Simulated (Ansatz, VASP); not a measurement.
# Cross-check of TePb between VASP and Ansatz, part 2 of 2

One calculation is typed for both programs; each brings its own data sets and cutoff. How far apart do they land?

VASP 6.6.1 and Ansatz 0.2.0.

So far. Step 4 (Comparison): Among the levels compared at these points, filled levels agree within 52 meV and empty ones within 51 meV.

## (6) VASP: band structure, PBE

Level of this step: PBE; plane waves and PAW (Te, Pb_d) (VASP).

The same cell, functional, mesh and smearing now go to VASP, with its own data sets and cutoff.

The input, INCAR:

```
SYSTEM = TePb
PREC = Accurate
ENCUT = 400
EDIFF = 1E-06
NELM = 100
ISMEAR = 0
SIGMA = 0.02
LREAL = .FALSE.
ALGO = Normal
GGA = PE
NBANDS = 22
LORBIT = 11
LWAVE = .FALSE.
LCHARG = .FALSE.
KPAR = 4
```

The input, POSCAR:

```
TePb
1.0
    0.0000000000      3.2310000000      3.2310000000
    3.2310000000      0.0000000000      3.2310000000
    3.2310000000      3.2310000000      0.0000000000
Te Pb
1 1
Direct
    0.5000000000      0.5000000000      0.5000000000
    0.0000000000      0.0000000000      0.0000000000
```

The input, KPOINTS:

```
Automatic mesh
0
Gamma
4 4 4
0 0 0
```

The input, KPOINTS_OPT:

```
Line mode
16
Line-mode
Reciprocal
  0.00000000   0.00000000   0.00000000 GAMMA
  0.50000000   0.00000000   0.50000000 X

  0.50000000   0.00000000   0.50000000 X
  0.50000000   0.25000000   0.75000000 W

  0.50000000   0.25000000   0.75000000 W
  0.37500000   0.37500000   0.75000000 K

  0.37500000   0.37500000   0.75000000 K
  0.00000000   0.00000000   0.00000000 GAMMA

  0.00000000   0.00000000   0.00000000 GAMMA
  0.50000000   0.50000000   0.50000000 L

  0.50000000   0.50000000   0.50000000 L
  0.62500000   0.25000000   0.62500000 U

  0.62500000   0.25000000   0.62500000 U
  0.50000000   0.25000000   0.75000000 W

  0.50000000   0.25000000   0.75000000 W
  0.50000000   0.50000000   0.50000000 L

  0.50000000   0.50000000   0.50000000 L
  0.37500000   0.37500000   0.75000000 K

  0.62500000   0.25000000   0.62500000 U
  0.50000000   0.00000000   0.50000000 X
```

PAW data sets: Te and Pb_d (PBE family, release 64).

Run with:

```sh
mpirun -np 4 vasp_std
```

Numbers of over 12 decimals in the logs are rounded to 6 here.

Output:

```text
[banner, memory and clock lines left out]
running    4 mpi-ranks, on    1 nodes
[...]
LDA part: xc-table for (Slater+PW92), standard interpolation
 POSCAR, INCAR and KPOINTS ok, starting setup
[...]
entering main loop
       N       E                     dE             d eps       ncg     rms          rms(c)
DAV:   1     0.145518366546E+03    0.14552E+03   -0.75373E+03   352   0.700E+02
DAV:   2     0.276328725612E+01   -0.14276E+03   -0.13669E+03   366   0.233E+02
DAV:   3    -0.732221701164E+01   -0.10086E+02   -0.10029E+02   436   0.676E+01
DAV:   4    -0.760125685365E+01   -0.27904E+00   -0.27889E+00   426   0.119E+01
[...]
DAV:  10    -0.749380148441E+01   -0.63378E-04   -0.13073E-04   420   0.504E-02    0.162E-02
DAV:  11    -0.749380364136E+01   -0.21569E-05   -0.26017E-05   480   0.444E-02    0.114E-02
DAV:  12    -0.749380296749E+01    0.67386E-06   -0.28998E-06   418   0.868E-03
   1 F= -.74938030E+01 E0= -.74938030E+01  d E =-.179053E-13
 Start KPOINTS_OPT (optional k-point list driver)
k-point batch [1-8\160]
       N       E                     dE             ncg
DAV:   1     0.603630415014E+03   -0.15012E+03      352
DAV:   2    -0.702566154324E+03   -0.13062E+04      394
DAV:   3    -0.788424293514E+03   -0.85858E+02      412
DAV:   4    -0.790651200269E+03   -0.22269E+01      432
DAV:   5    -0.790766513506E+03   -0.11531E+00      520
DAV:   6    -0.790769844539E+03   -0.33310E-02      480
DAV:   7    -0.790769882926E+03   -0.38387E-04      512
DAV:   8    -0.790769884615E+03   -0.16888E-05      306
DAV:   9    -0.790769884683E+03   -0.67765E-07      320
[...]
k-point batch [153-160\160]
       N       E                     dE             ncg
DAV:   1     0.397240669559E+03   -0.39658E+04      352
DAV:   2    -0.790586453028E+03   -0.11878E+04      376
DAV:   3    -0.878275238680E+03   -0.87689E+02      492
DAV:   4    -0.880596884849E+03   -0.23216E+01      420
DAV:   5    -0.880715059919E+03   -0.11818E+00      486
DAV:   6    -0.880720143158E+03   -0.50832E-02      462
DAV:   7    -0.880720178103E+03   -0.34945E-04      506
DAV:   8    -0.880720178689E+03   -0.58631E-06      442
```

Parts of OUTCAR (step 6):

```text
  Total        0.8779618      0.8779618      0.8779618     -0.0000000      0.0000000     -0.0000000
  in kB       20.8518852     20.8518852     20.8518852     -0.0000000      0.0000000     -0.0000000
  external PRESSURE =      20.8518852 kB  Pullay stress =       0.0000000 kB

 POSITION                                       TOTAL-FORCE (eV/Angst)
 -----------------------------------------------------------------------------------
      3.23100      3.23100      3.23100         0.000000     -0.000000     -0.000000
      0.00000      0.00000      0.00000         0.000000      0.000000      0.000000
 -----------------------------------------------------------------------------------
    total drift:                               -0.000000      0.000000      0.000000

  FREE ENERGIE OF THE ION-ELECTRON SYSTEM (eV)
  ---------------------------------------------------
  free  energy   TOTEN  =        -7.4938029675 eV

  energy  without entropy=       -7.4938029675  energy(sigma->0) =       -7.49380297

[... 2 parts as in an earlier step ...]

[... 1 further part left out ...]
[key lines of the parts left out:]
E-fermi :   5.7211
```

At this level the cell is under a pressure of 2.1 GPa, so at these settings it is away from equilibrium.

## (7) Comparison

What differs besides the data sets and the points named for the pairs above, as far as they apply: VASP leaves aspherical gradient terms in its spheres out (LASPH is not set), Ansatz keeps them. Total energies have different zeros and are not compared.

Compared:

```
                     quantity  Ansatz   VASP  difference
               pressure (GPa)    2.14   2.09       +0.06
gap over the path points (eV)   0.730  0.734      -0.004
```

Levels at points of the path, from each program's valence-band top (eV; 4 filled, then empty):

```
k (reciprocal lattice)                                  Ansatz                                    VASP
     0.000 0.000 0.000  -5.59 -1.35 -1.35 -1.35 4.07 4.07 4.07  -5.60 -1.35 -1.35 -1.35 4.08 4.08 4.08
     0.167 0.000 0.167  -6.36 -1.78 -1.78 -0.35 1.75 4.19 4.19  -6.36 -1.78 -1.78 -0.34 1.75 4.20 4.20
     0.333 0.000 0.333  -7.17 -2.89 -2.50 -2.50 3.63 4.29 4.92  -7.17 -2.89 -2.49 -2.49 3.63 4.30 4.92
     0.500 0.000 0.500  -7.29 -4.50 -2.81 -2.81 3.29 5.47 5.47  -7.30 -4.50 -2.80 -2.80 3.29 5.47 5.47
     0.500 0.083 0.583  -7.48 -4.42 -2.96 -2.35 3.58 4.52 5.61  -7.49 -4.41 -2.96 -2.35 3.58 4.52 5.61
     0.500 0.183 0.683  -7.87 -4.10 -3.44 -1.01 2.47 4.50 5.85  -7.88 -4.10 -3.43 -1.01 2.47 4.50 5.85
     0.500 0.250 0.750  -7.98 -3.79 -3.79 -0.36 1.67 5.22 5.22  -7.99 -3.79 -3.79 -0.36 1.67 5.22 5.22
     0.450 0.300 0.750  -7.97 -4.00 -3.36 -0.83 2.17 4.68 5.67  -7.98 -4.00 -3.36 -0.82 2.17 4.68 5.67
     0.408 0.342 0.750  -7.96 -4.10 -2.78 -1.56 2.98 4.22 5.36  -7.97 -4.09 -2.77 -1.56 2.99 4.22 5.36
     0.350 0.350 0.700  -8.10 -3.96 -2.09 -1.83 3.20 3.31 5.67  -8.11 -3.96 -2.09 -1.82 3.20 3.31 5.66
```

Among the levels compared at these points, filled levels agree within 11 meV and empty ones within 8 meV. Ansatz's pressure holds a Pulay correction of 0.02 GPa; VASP's holds none.

## (8) VASP: band structure, PBE, spin-orbit coupling

Levels along a path test the potential and the projectors away from the mesh points.

Edit INCAR of step 6 so:

```diff
@@ -10,3 +10,8 @@
 GGA = PE
-NBANDS = 22
+LNONCOLLINEAR = .TRUE.
+MAGMOM = 0 0 0 0 0 0
+NBANDS = 32
+GGA_COMPAT = .FALSE.
+LASPH = .TRUE.
+LSORBIT = .TRUE.
 LORBIT = 11
```

POSCAR is that of step 6.

KPOINTS is that of step 6.

KPOINTS_OPT is that of step 6.

Run with:

```sh
mpirun -np 4 vasp_ncl
```

Output:

```text
[... set-up lines as in an earlier step ...]
 entering main loop
       N       E                     dE             d eps       ncg     rms          rms(c)
DAV:   1     0.177714121065E+03    0.17771E+03   -0.75104E+03   512   0.100E+03
DAV:   2     0.863481228771E+01   -0.16908E+03   -0.16205E+03   544   0.313E+02
DAV:   3    -0.744071179424E+01   -0.16076E+02   -0.15830E+02   680   0.117E+02
DAV:   4    -0.806755916791E+01   -0.62685E+00   -0.62616E+00   576   0.254E+01
[...]
DAV:  12    -0.800183042246E+01   -0.67196E-05   -0.30061E-05   576   0.399E-02    0.872E-03
DAV:  13    -0.800182936246E+01    0.10600E-05   -0.54163E-06   640   0.141E-02    0.670E-03
DAV:  14    -0.800182910098E+01    0.26148E-06   -0.56219E-07   416   0.417E-03
   1 F= -.80018291E+01 E0= -.80013860E+01  d E =-.886200E-03  mag=     0.0000     0.0000    -0.0000
 Start KPOINTS_OPT (optional k-point list driver)
k-point batch [1-8\160]
       N       E                     dE             ncg
DAV:   1     0.801698646803E+03    0.46097E+03      512
DAV:   2    -0.639894700806E+03   -0.14416E+04      576
DAV:   3    -0.781141793490E+03   -0.14125E+03      704
DAV:   4    -0.785908989289E+03   -0.47672E+01      592
DAV:   5    -0.786144004496E+03   -0.23502E+00      808
DAV:   6    -0.786145907153E+03   -0.19027E-02      656
DAV:   7    -0.786145990151E+03   -0.82999E-04      824
DAV:   8    -0.786145990948E+03   -0.79680E-06      576
[...]
k-point batch [153-160\160]
       N       E                     dE             ncg
DAV:   1     0.629532985223E+03   -0.37409E+04      512
DAV:   2    -0.750498297702E+03   -0.13800E+04      520
DAV:   3    -0.871500308351E+03   -0.12100E+03      712
DAV:   4    -0.875856634786E+03   -0.43563E+01      664
DAV:   5    -0.875985444253E+03   -0.12881E+00      752
DAV:   6    -0.875989439779E+03   -0.39955E-02      696
DAV:   7    -0.875989499226E+03   -0.59447E-04      752
DAV:   8    -0.875989500566E+03   -0.13400E-05      648
DAV:   9    -0.875989500604E+03   -0.38548E-07      448
```

Parts of OUTCAR (step 8):

```text
  Total        0.8185082      0.8185082      0.8185082      0.0000000      0.0000000     -0.0000000
  in kB       19.4398418     19.4398418     19.4398418      0.0000000      0.0000000     -0.0000000
  external PRESSURE =      19.4398418 kB  Pullay stress =       0.0000000 kB

 POSITION                                       TOTAL-FORCE (eV/Angst)
 -----------------------------------------------------------------------------------
      3.23100      3.23100      3.23100         0.000000     -0.000000     -0.000000
      0.00000      0.00000      0.00000        -0.000000      0.000000      0.000000
 -----------------------------------------------------------------------------------
    total drift:                               -0.000000      0.000000      0.000000

  FREE ENERGIE OF THE ION-ELECTRON SYSTEM (eV)
  ---------------------------------------------------
  free  energy   TOTEN  =        -8.0018291010 eV

  energy  without entropy=       -8.0009429010  energy(sigma->0) =       -8.00138600

 magnetization (x)
# of ion       s       p       d       tot
------------------------------------------
    1        0.000  -0.000   0.000   0.000
    2        0.000   0.000   0.000   0.000
--------------------------------------------------
tot          0.000  -0.000   0.000   0.000

 magnetization (y)
# of ion       s       p       d       tot
------------------------------------------
    1       -0.000  -0.000   0.000  -0.000
    2        0.000  -0.000   0.000   0.000
--------------------------------------------------
tot          0.000  -0.000   0.000   0.000

 magnetization (z)
# of ion       s       p       d       tot
------------------------------------------
    1       -0.000   0.000   0.000  -0.000
    2        0.000  -0.000   0.000  -0.000
--------------------------------------------------
tot         -0.000  -0.000   0.000  -0.000

[... 1 part as in an earlier step ...]

[... 2 further parts left out ...]
[key lines of the parts left out:]
E-fermi :   5.7002
```

VASP adds spin-orbit coupling inside the spheres on scalar-relativistic partial waves, which describe the 6p1/2 states imperfectly, so such gaps can be off by a tenth of an eV or more.

## (9) Ansatz: band structure, PBE, spin-orbit coupling

The same cell, functional, mesh and smearing now go to Ansatz, which takes its cutoff from its data sets.

The input, input.yaml:

```yaml
crystal:
  lattice:
    - [0.0, 3.231, 3.231]
    - [3.231, 0.0, 3.231]
    - [3.231, 3.231, 0.0]
  atoms:
    - { symbol: Te, position: [0.5, 0.5, 0.5] }
    - { symbol: Pb, position: [0.0, 0.0, 0.0] }
hamiltonian:
  xc: pbe
  pseudopotentials: { kind: paw_fr }
magnetization:
  noncollinear: true
  spin_orbit: true
kpoints:
  mp_grid: { grid: [4, 4, 4] }
  band_path:
    path:
      - [0.0, 0.0, 0.0]
      - [0.16667, 0.0, 0.16667]
      - [0.33333, 0.0, 0.33333]
      - [0.5, 0.0, 0.5]
      - [0.5, 0.08333, 0.58333]
      - [0.5, 0.18333, 0.68333]
      - [0.5, 0.25, 0.75]
      - [0.45, 0.3, 0.75]
      - [0.40833, 0.34167, 0.75]
      - [0.35, 0.35, 0.7]
      - [0.225, 0.225, 0.45]
      - [0.075, 0.075, 0.15]
      - [0.03333, 0.03333, 0.03333]
      - [0.23333, 0.23333, 0.23333]
      - [0.4, 0.4, 0.4]
      - [0.5, 0.5, 0.5]
      - [0.51667, 0.46667, 0.51667]
      - [0.55833, 0.38333, 0.55833]
      - [0.60833, 0.28333, 0.60833]
      - [0.60833, 0.25, 0.64167]
      - [0.55833, 0.25, 0.69167]
      - [0.51667, 0.25, 0.73333]
      - [0.5, 0.3, 0.7]
      - [0.5, 0.38333, 0.61667]
      - [0.5, 0.48333, 0.51667]
      - [0.475, 0.475, 0.55]
      - [0.425, 0.425, 0.65]
      - [0.38333, 0.38333, 0.73333]
      - [0.59167, 0.18333, 0.59167]
      - [0.55, 0.1, 0.55]
      - [0.5, 0.0, 0.5]
    npoints: 1
scf:
  occupations: { method: gaussian, width: 0.02 }
  n_extra_bands: 14
output:
  forces: true
  stress: true
  eigenvalues: true
```

Run with:

```sh
ansatz run input.yaml --threads 2 --pin off --max-ram 4608MiB --backend cpu --events-out ev --progress --plain --runs-dir out
```

Output:

```text
[...]
non-collinear run that drives no moment, with spin-orbit: no starting moment large enough to seed its density (crystal.atoms[].spin), no starting occupations that ask for one, no magnetisation constraint and no magnetic field, so the semilocal B_xc is pinned to zero
Crystal: 2 atoms, lattice volume = 67.459 Å³
[...]
k-point 1: bands = [... 26 lower, 7.7430, 7.7430, 8.1524, 8.1524, 9.9245, 9.9245, 11.3035, 11.3035, ... 10 higher]
  k-point 2: bands = [... 26 lower, 7.9726, 7.9726, 8.6785, 8.6785, 8.7534, 8.7534, 9.9729, 9.9729, ... 10 higher]
  k-point 7: bands = [... 26 lower, 4.8338, 4.8338, 8.2644, 8.2644, 10.1839, 10.1839, 13.8267, 13.8267, ... 10 higher]
[key lines of the parts left out:]
SCF converged after 10 iterations
Magnetization: |M| = 0.0000 μB,  M = (+0.0000, +0.0000, +0.0000) μB
Free energy (F): -18928.396257 eV
Fermi energy:    8.715953 eV
P = ⅓ Tr σ = 1.3384 GPa (13.384 kbar)
```

It took 17 s on 2 threads of Arm Neoverse N1, shared host; peak memory 0.49 GiB; 32 s of CPU time.

## (10) Differences

What differs besides the data sets and the points named for the pairs above, as far as they apply: spin-orbit coupling enters by fully relativistic files in Ansatz and inside the spheres in VASP; the data sets hold 30 valence electrons in Ansatz (fully relativistic PAW (standard-fr) files) and 20 in VASP. Total energies have different zeros and are not compared.

Compared:

```
                     quantity  Ansatz   VASP  difference
               pressure (GPa)    1.34   1.94       -0.61
gap over the path points (eV)   0.075  0.027      +0.048
```

Levels at points of the path, from each program's valence-band top (eV; 8 filled, then empty):

```
k (reciprocal lattice)                                                                         Ansatz                                                                           VASP
     0.000 0.000 0.000  -5.51 -5.51 -2.18 -2.18 -1.06 -1.06 -1.06 -1.06 2.58 2.58 4.72 4.72 4.72 4.72  -5.63 -5.63 -2.17 -2.17 -1.11 -1.11 -1.11 -1.11 2.65 2.65 4.62 4.62 4.62 4.62
     0.167 0.000 0.167  -6.29 -6.29 -2.32 -2.32 -1.50 -1.50 -0.37 -0.37 1.47 1.47 3.71 3.71 4.67 4.67  -6.40 -6.40 -2.32 -2.32 -1.55 -1.55 -0.41 -0.41 1.46 1.46 3.68 3.68 4.58 4.58
     0.333 0.000 0.333  -7.07 -7.07 -2.98 -2.98 -2.93 -2.93 -2.22 -2.22 3.67 3.67 3.74 3.74 4.61 4.61  -7.20 -7.20 -3.02 -3.02 -2.96 -2.96 -2.27 -2.27 3.57 3.57 3.79 3.79 4.56 4.56
     0.500 0.000 0.500  -7.16 -7.16 -4.57 -4.57 -3.24 -3.24 -2.53 -2.53 3.32 3.32 4.50 4.50 6.13 6.13  -7.31 -7.31 -4.62 -4.62 -3.26 -3.26 -2.59 -2.59 3.23 3.23 4.55 4.55 6.05 6.05
     0.500 0.083 0.583  -7.35 -7.35 -4.49 -4.49 -3.20 -3.20 -2.27 -2.27 3.59 3.59 4.03 4.03 5.81 5.81  -7.50 -7.50 -4.54 -4.54 -3.22 -3.22 -2.33 -2.33 3.51 3.51 4.05 4.05 5.75 5.75
     0.500 0.183 0.683  -7.74 -7.74 -4.18 -4.18 -3.55 -3.55 -1.05 -1.05 2.26 2.26 4.51 4.51 5.71 5.71  -7.89 -7.89 -4.23 -4.23 -3.59 -3.59 -1.09 -1.09 2.24 2.24 4.44 4.44 5.70 5.70
     0.500 0.250 0.750  -7.84 -7.84 -3.91 -3.91 -3.85 -3.85 -0.41 -0.41 1.50 1.50 5.15 5.15 5.24 5.24  -8.00 -8.00 -3.95 -3.95 -3.90 -3.90 -0.45 -0.45 1.47 1.47 5.09 5.09 5.19 5.19
     0.450 0.300 0.750  -7.83 -7.83 -4.08 -4.08 -3.46 -3.46 -0.86 -0.86 1.98 1.98 4.67 4.67 5.56 5.56  -7.99 -7.99 -4.13 -4.13 -3.51 -3.51 -0.91 -0.91 1.95 1.95 4.61 4.61 5.53 5.53
     0.408 0.342 0.750  -7.83 -7.83 -4.17 -4.17 -2.93 -2.93 -1.55 -1.55 2.69 2.69 4.27 4.27 5.33 5.33  -7.98 -7.98 -4.22 -4.22 -2.96 -2.96 -1.61 -1.61 2.69 2.69 4.21 4.21 5.27 5.27
     0.350 0.350 0.700  -7.97 -7.97 -4.04 -4.04 -2.38 -2.38 -1.68 -1.68 2.62 2.62 3.68 3.68 5.45 5.45  -8.12 -8.12 -4.08 -4.08 -2.40 -2.40 -1.75 -1.75 2.63 2.63 3.60 3.60 5.41 5.41
```

Among the levels compared at these points, filled levels agree within 156 meV and empty ones within 105 meV.

## (11) What the set-up changes

Further runs change the set-up of one program: Ansatz's method, potentials or start, or VASP's data sets, cutoff or form of LDA. The table gives Ansatz less VASP for each quantity, since a change that brings one quantity closer may part another.

```
                                        run  pressure (GPa)  gap over the path points (eV)
                                   as above           -0.61                          0.048
    Ansatz's larger PAW set (cutoff 700 eV)           -0.59                          0.043
norm-conserving potentials (cutoff 1088 eV)           -0.55                          0.044
```

## (12) Summary of results

| Quantity | Value |
| --- | --- |
| difference in gap over the path points (band structure, LDA) | 0.015 eV |
| difference in gap over the path points (band structure, PBE) | -0.0045 eV |
| difference in gap over the path points (band structure, PBE, spin-orbit coupling) | 0.048 eV |
| difference in pressure (band structure, PBE, spin-orbit coupling) | -0.61 GPa |

**Reading.** The difference in pressure is -0.61 GPa (band structure, PBE, spin-orbit coupling), within the 1 GPa picked in this series as the mark of a large difference. For band structure, PBE, spin-orbit coupling, no further run moves any of the tabulated differences by more than a quarter of its size. 1 further run of this series is not shown here. How closely two codes agree says nothing of how well the functional describes the real material.

[Lines on the potential files, build, host, timing and source positions are cut from VASP's logs without a mark.]

[Logs are printed without paths, hosts, clocks, repeated set-up lines and the standing remarks that a program may print on its own settings, such as how far it seeks lower states.]

[Hosts, paths, dates, database ids (printed as entryN), source tags and the programs' standing remarks are cut or masked in the printed files.]
